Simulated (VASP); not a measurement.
# ZnO (zincite) (P6_3mc) in VASP: settings compared

The runs below take ZnO (zincite) through relaxation of cell and atoms, with LDA, r2SCAN.

Everything below comes from runs of VASP 6.6.1. Logs are shortened: lines on timing, memory, paths and dates and some standing lists are left out, and cuts for length are marked.

### Step 1. The crystal as given

Symmetry: P6_3mc, No. 186, hexagonal system. Conventional cell: a = 3.249 Å, b = 3.249 Å, c = 5.206 Å, α = 90.00°, β = 90.00°, γ = 120.00°. Zn (site symmetry 3m) has 4 O at 1.97 to 1.98 Å as nearest neighbours. Around O (site symmetry 3m) lie 4 Zn at 1.97 to 1.98 Å.

### Step 2. Relaxation of cell and atoms, LDA

Contents of INCAR:

```
  PREC = Accurate
  ENCUT = 600
  EDIFF = 1E-6
  ISMEAR = 0
  SIGMA = 0.03
  LREAL = F
  LASPH = T
  NELM = 80
  ALGO = Normal
  ISIF = 3
  LWAVE = F
  LCHARG = F
  IBRION = 2
  NSW = 90
  EDIFFG = -0.01
```

Contents of KPOINTS:

```
Automatic mesh
0
Gamma
  9 9 5
```

Contents of POSCAR:

```
ZnO
1.0
    3.2493080000      0.0000000000      0.0000000000
   -1.6246540000      2.8139832727      0.0000000000
    0.0000000000      0.0000000000      5.2057090000
Zn O
2 2
Direct
    0.3333333333      0.6666666667      0.5000000000
    0.6666666667      0.3333333333      0.0000000000
    0.6666666667      0.3333333333      0.3790100000
    0.3333333333      0.6666666667      0.8790100000
```

Potentials or basis: VASP PAW LDA potentials, release 64 (Zn, O).

Run with:

```bash
$ cat potpaw_LDA.64/Zn/POTCAR potpaw_LDA.64/O/POTCAR > POTCAR
$ mpirun -np 1 vasp_std > vasp.out
```

OUTCAR:

```text
PREC = Accurate
   ENCUT = 600
   EDIFF = 1E-6
   ISMEAR = 0
   LREAL = F
   LASPH = T
   NELM = 80
   ISIF = 3
   IBRION = 2
   NSW = 90
   EDIFFG = -0.01

 ion  position               nearest neighbor table
   1  0.333  0.667  0.500-   4 1.97   3 1.98   3 1.98   3 1.98
   2  0.667  0.333  0.000-   3 1.97   4 1.98   4 1.98   4 1.98
   3  0.667  0.333  0.379-   2 1.97   1 1.98   1 1.98   1 1.98
   4  0.333  0.667  0.879-   1 1.97   2 1.98   2 1.98   2 1.98

  LATTYP: Found a hexagonal cell.
 ALAT       =     3.2493080000
 C/A-ratio  =     1.6020977390

  Lattice vectors:

 A1 = (   3.2493080000,   0.0000000000,   0.0000000000)
 A2 = (  -1.6246540000,   2.8139832727,   0.0000000000)
 A3 = (   0.0000000000,   0.0000000000,   5.2057090000)

Analysis of symmetry for initial positions (statically):
=====================================================================
 Subroutine PRICEL returns:
 Original cell was already a primitive cell.

 Routine SETGRP: Setting up the symmetry group for a
 hexagonal supercell.

 Subroutine GETGRP returns: Found 12 space group operations
 (whereof  6 operations were pure point group operations)
 out of a pool of 24 trial point group operations.

The static configuration has the point symmetry C_3v.
 The point group associated with its full space group is C_6v.

Analysis of symmetry for dynamics (positions and initial velocities):
=====================================================================
 Subroutine PRICEL returns:
 Original cell was already a primitive cell.

 Routine SETGRP: Setting up the symmetry group for a
 hexagonal supercell.

 Subroutine GETGRP returns: Found 12 space group operations
 (whereof  6 operations were pure point group operations)
 out of a pool of 24 trial point group operations.

The dynamic configuration has the point symmetry C_3v.
 The point group associated with its full space group is C_6v.

 Subroutine INISYM returns: Found 12 space group operations
 (whereof  6 operations are pure point group operations),
 and found     1 'primitive' translations

----------------------------------------------------------------------------------------

                                     Primitive cell

  volume of cell :      47.5984

  direct lattice vectors                    reciprocal lattice vectors
     3.249308000  0.000000000  0.000000000     0.307757836  0.177684070  0.000000000
    -1.624654000  2.813983273  0.000000000     0.000000000  0.355368139  0.000000000
     0.000000000  0.000000000  5.205709000     0.000000000  0.000000000  0.192096792

  length of vectors
     3.249308000  3.249308000  5.205709000     0.355368139  0.355368139  0.192096792

  position of ions in fractional coordinates (direct lattice)
     0.333333333  0.666666667  0.500000000
     0.666666667  0.333333333  0.000000000
     0.666666667  0.333333333  0.379010000
     0.333333333  0.666666667  0.879010000

  ion indices of the primitive-cell ions
   primitive index   ion index
                 1           1
                 2           2
                 3           3
                 4           4

----------------------------------------------------------------------------------------

 KPOINTS: Automatic mesh

Automatic generation of k-mesh.
 Grid dimensions read from file:
 generate k-points for:    9    9    5

 Generating k-lattice:

  Cartesian coordinates                     Fractional coordinates (reciprocal lattice)
     0.034195315  0.019742674  0.000000000     0.111111111  0.000000000  0.000000000
     0.000000000  0.039485349  0.000000000     0.000000000  0.111111111  0.000000000
     0.000000000  0.000000000  0.038419358     0.000000000  0.000000000  0.200000000

  Length of vectors
     0.039485349  0.039485349  0.038419358

  Shift w.r.t. Gamma in fractional coordinates (k-lattice)
     0.000000000  0.000000000  0.000000000

 Subroutine IBZKPT returns following result:
 ===========================================

 Found     36 irreducible k-points:

 Following reciprocal coordinates:
            Coordinates               Weight
  0.000000  0.000000  0.000000      1.000000
  0.111111  0.000000  0.000000      6.000000
  0.222222  0.000000  0.000000      6.000000
  0.333333  0.000000  0.000000      6.000000
  0.444444  0.000000  0.000000      6.000000
  0.111111  0.111111  0.000000      6.000000
[... 16 lines left out ...]
  0.333333  0.222222  0.200000     24.000000
  0.333333  0.333333  0.200000      4.000000
 [... further k-points ...]
   k-points           NKPTS =     36   k-points in BZ     NKDIM =     36   number of bands    NBANDS=     22
   number of dos      NEDOS =    301   number of ions     NIONS =      4
   total plane-waves  NPLWV =  32928
   dimension x,y,z NGX =    28 NGY =   28 NGZ =   42
   dimension x,y,z NGXF=    56 NGYF=   56 NGZF=   84
   ions per type =               2   2
   NGX,Y,Z   is equivalent  to a cutoff of  14.33, 14.33, 13.41 a.u.
   NGXF,Y,Z  is equivalent  to a cutoff of  28.65, 28.65, 26.83 a.u.
 SYSTEM =  unknown system
   PREC   = accura    normal or accurate (medium, high low for compatibility)
   ISTART =      0    job   : 0-new  1-cont  2-samecut
   ICHARG =      2    charge: 1-file 2-atom 10-const
   ISPIN  =      1    spin polarized calculation?
   LNONCOLLINEAR =      F non collinear calculations
   LSORBIT =      F    spin-orbit coupling
   LASPH  =      T    aspherical Exc in radial PAW
   ENCUT  =  600.0 eV  44.10 Ry    6.64 a.u.   6.49  6.49 10.40*2*pi/ulx,y,z
   NELM   =     80;   NELMIN=  2; NELMDL= -5     # of ELM steps
   EDIFF  = 0.1E-05   stopping-criterion for ELM
   LREAL  =      F    real-space projection
   EDIFFG = -.1E-01   stopping-criterion for IOM
   NSW    =     90    number of steps for IOM
   IBRION =      2    ionic relax: 0-MD 1-quasi-New 2-CG
   NFREE  =      1    steps in history (QN), initial steepest desc. (CG)
   ISIF   =      3    stress and relaxation
   ISYM   =      2    0-nonsym 1-usesym 2-fastsym
   POTIM  = 0.5000    time-step for ionic-motion
   TEBEG  =    0.0;   TEEND  =   0.0 temperature during run
   PSTRESS=    0.0 pullay stress
   NELECT =      36.0000    total number of electrons
   NUPDOWN=      -1.0000    fix difference up-down
   EMIN   =  10.00;   EMAX   =-10.00  energy-range for DOS
   EFERMI =   0.00;   METHOD = LEGACY
   ISMEAR =     0;   SIGMA  =   0.03  broadening in eV -4-tet -1-fermi 0-gaus
   EFERMI_NEDOS =   21; number of points for ismear=-14 and -15
   IALGO  =     38    algorithm
   IMIX   =      4    mixing-type and parameters
     AMIX     =   0.40;   BMIX     =  1.00
     AMIX_MAG =   1.60;   BMIX_MAG =  1.00
  volume/ion in A,a.u.               =      11.90        80.30
  Fermi-wavevector in a.u.,A,eV,Ry     =   1.491574  2.818667 30.270160  2.224794
  Thomas-Fermi vector in A             =   2.604212
   LORBIT       =      0    0 simple, 1 ext, 2 COOP (PROOUT), +10 PAW based schemes
   GGA     = CA    functional components
   LHFCALC =     F    Hartree Fock is set to
   AEXX    =    0.0000 exact exchange contribution
   IVDW    =     0    specifies the selected vdW correction
   LEPSILON=     F    determine dielectric tensor
   LRPA    =     F    only Hartree local field effects (RPA)
 conjugate gradient relaxation of ions
 non-spin polarized calculation
 Gauss-broadening in eV      SIGMA  =   0.03
  energy-cutoff  :      600.00
  volume of cell :       47.60
 maximum number of plane-waves:      1605
 NGX is ok and might be reduce to    28
   NGX = 13   NGY = 13   NGZ = 21

--------------------------------------- Ionic step        1  -------------------------------------------

 number of electron      36.0000008 magnetization

 Free energy of the ion-electron system (eV)
  ---------------------------------------------------
  ext. energy  EPLUGINS =         0.00000000
  ---------------------------------------------------
  free energy    TOTEN  =       -21.12603390 eV

  energy without entropy =      -21.12603390  energy(sigma->0) =      -21.12603390

------------------------ aborting loop because EDIFF is reached ----------------------------------------

  FORCE on cell =-STRESS in cart. coord.  units (eV):
  Direction    XX          YY          ZZ          XY          YZ          ZX
  --------------------------------------------------------------------------------------
  -------------------------------------------------------------------------------------
  Total       -2.0350037     -2.0350037     -1.5022844      0.0000000      0.0000000      0.0000000
  in kB      -68.4988867    -68.4988867    -50.5673806      0.0000000      0.0000000      0.0000000
  external PRESSURE =     -62.5217180 kB  Pullay stress =       0.0000000 kB
[... 95 lines left out ...]
  FREE ENERGIE OF THE ION-ELECTRON SYSTEM (eV)
  ---------------------------------------------------
  free  energy   TOTEN  =       -21.1673712969 eV

  energy  without entropy=      -21.1673712969  energy(sigma->0) =      -21.16737130

[... ionic steps 4 to 8 ...]

--------------------------------------- Ionic step        9  -------------------------------------------

 number of electron      35.9999997 magnetization

------------------------ aborting loop because EDIFF is reached ----------------------------------------

  FORCE on cell =-STRESS in cart. coord.  units (eV):
  Direction    XX          YY          ZZ          XY          YZ          ZX
  --------------------------------------------------------------------------------------
  -------------------------------------------------------------------------------------
  Total        0.0281549      0.0281549      0.0632565      0.0000000      0.0000000     -0.0000000
  in kB        0.9895884      0.9895884      2.2233412      0.0000000      0.0000000     -0.0000000
  external PRESSURE =       1.4008394 kB  Pullay stress =       0.0000000 kB
[... 61 lines left out ...]
  energy  without entropy=      -21.1676231041  energy(sigma->0) =      -21.16762310

--------------------------------------- Ionic step       11  -------------------------------------------

 number of electron      35.9999998 magnetization

 Free energy of the ion-electron system (eV)
  ---------------------------------------------------
  ext. energy  EPLUGINS =         0.00000000
  ---------------------------------------------------
  free energy    TOTEN  =       -21.16762732 eV

  energy without entropy =      -21.16762732  energy(sigma->0) =      -21.16762732

 E-fermi :   1.4211     XC(G=0): -11.6904

 val. band max:        1.2851511298   @ k =   0.0000   0.0000   0.0000
 cond. band min:       2.0855760579   @ k =   0.0000   0.0000   0.0000
 fundamental gap:      0.8004249280
 Fermi energy:         1.4211404155

 k-point     1 :       0.0000    0.0000    0.0000
  band No.  band energies     occupation
      1     -16.8812      2.00000
      2     -16.0491      2.00000
      3      -4.7853      2.00000
      4      -4.7102      2.00000
      5      -4.7102      2.00000
      6      -4.6746      2.00000
[... 574 lines left out ...]
      6      -4.1809      2.00000
[... 14 lines left out ...]
     21       9.1721      0.00000
     22       9.3572      0.00000

 [... further k-points ...]

------------------------ aborting loop because EDIFF is reached ----------------------------------------

  FORCE on cell =-STRESS in cart. coord.  units (eV):
  Direction    XX          YY          ZZ          XY          YZ          ZX
  --------------------------------------------------------------------------------------
  -------------------------------------------------------------------------------------
  Total       -0.0014050     -0.0014050      0.0154661      0.0000000      0.0000000      0.0000000
  in kB       -0.0493463     -0.0493463      0.5431912      0.0000000      0.0000000      0.0000000
  external PRESSURE =       0.1481662 kB  Pullay stress =       0.0000000 kB
[... 19 lines left out ...]
  FREE ENERGIE OF THE ION-ELECTRON SYSTEM (eV)
  ---------------------------------------------------
  free  energy   TOTEN  =       -21.1676273180 eV

  energy  without entropy=      -21.1676273180  energy(sigma->0) =      -21.16762732

 reached required accuracy - stopping structural energy minimisation
```

Wall time 2.3 min (1 thread of AMD EPYC 9R14 (Zen 4), shared host); peak memory 0.15 GiB.

Results:

```yaml
Free_energy: -21.1676 eV
Relaxed_volume: 11.40 Å³/atom
Relaxed_cell: a = 3.194 Å, b = 3.194 Å, c = 5.164 Å, α = 90.00°, β = 90.00°, γ = 120.00°
Space_group_after_relaxing_to_0.05_Å: P6_3mc (No. 186)
Energy_gained_by_relaxing: 10.4 meV/atom
Ionic_steps: 11
Pressure_after_relaxing: 0.0 GPa
Largest_force_after_relaxing: 0.004 eV/Å
Band_gap_on_the_k_mesh: 0.80 eV, direct
```

Forces on the atoms (eV/Å):
```
Zn   0.000  0.000 -0.004
Zn   0.000  0.000 -0.004
O    0.000  0.000  0.004
O    0.000  0.000  0.004
```

The path:
```csv
step,energy change (eV),largest force (eV/Å),pressure (GPa),volume (Å³)
1,0.0000,0.0554,-6.25,47.60
2,-0.0262,0.0408,4.43,44.47
3,-0.0413,0.0024,0.05,45.61
4,-0.0413,0.0043,-0.06,45.65
5,-0.0414,0.0188,-0.27,45.66
6,-0.0414,0.0185,-0.15,45.66
7,-0.0415,0.0183,0.08,45.59
8,-0.0415,0.0185,0.09,45.58
9,-0.0416,0.0020,0.14,45.58
10,-0.0416,0.0030,0.05,45.59
11,-0.0416,0.0038,0.01,45.62
```

Final structure:
```
Zn O
1.0
     3.19394    0.00000    0.00000
    -1.59697    2.76603    0.00000
     0.00000    0.00000    5.16364
Zn O
2 2
Cartesian
  0.0000 1.8440 2.5836
  1.5970 0.9220 0.0018
  1.5970 0.9220 1.9553
  0.0000 1.8440 4.5371
```

LDA usually gives volumes a few per cent too small. Zero-point motion and thermal expansion aren't in these numbers.

(Part 1 of 2 ends here.)
